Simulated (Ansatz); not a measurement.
**Li2S (Fm-3m): gap against strain (isotropic on every length)**

Li2S (started from an entry of an open crystallographic database), relaxed with r2SCAN in Ansatz 0.2.0, then strained (isotropic on every length; changes of length per length, axes as in the cell below) with the atoms relaxed again within the symmetry that is left. Space group Fm-3m (No. 225), cubic; a = 5.691 Å in the conventional setting, 15.36 Å³ an atom. Li has 4 S at 2.46 Å; S has 8 Li at 2.46 Å. No spin polarisation and no zero-point or thermal motion.

```xyz
3
Lattice="0.0000 2.8453 2.8453 2.8453 0.0000 2.8453 2.8453 2.8453 0.0000" Properties=species:S:1:pos:R:3 pbc="T T T"
Li    1.4226    1.4226    1.4226
Li    4.2679    4.2679    4.2679
S     0.0000    0.0000    0.0000
```

Gaps are the least over each mesh (PBE 8×8×8, r2SCAN 8×8×8, HSE06 6×6×6 when unstrained) and the special points, which keep their unstrained names; stress is the change from the unstrained cell, compression positive.

```tsv
strain (%)	gap, PBE (eV)	gap, r2SCAN (eV)	gap, HSE06 (eV)	edges, HSE06	mean stress, r2SCAN (GPa)	energy rise, r2SCAN (meV/atom)
-5.75	3.215	3.707	4.169	Γ → X	+10.61	71.6
-5.64	3.220	3.712	4.173	Γ → X	+10.33	68.7
0.0	3.389	3.874	4.335	Γ → X	0.00	0.0
+2.62	3.429	3.911	4.369	Γ → X	-2.83	11.6
```

Between zero and the nearest strains the slope of the HSE06 gap against strain is +0.029 eV per percent for negative and +0.013 for positive strain.

The meshes of the hybrids are coarse, so their gaps aren't converged to the digits shown.
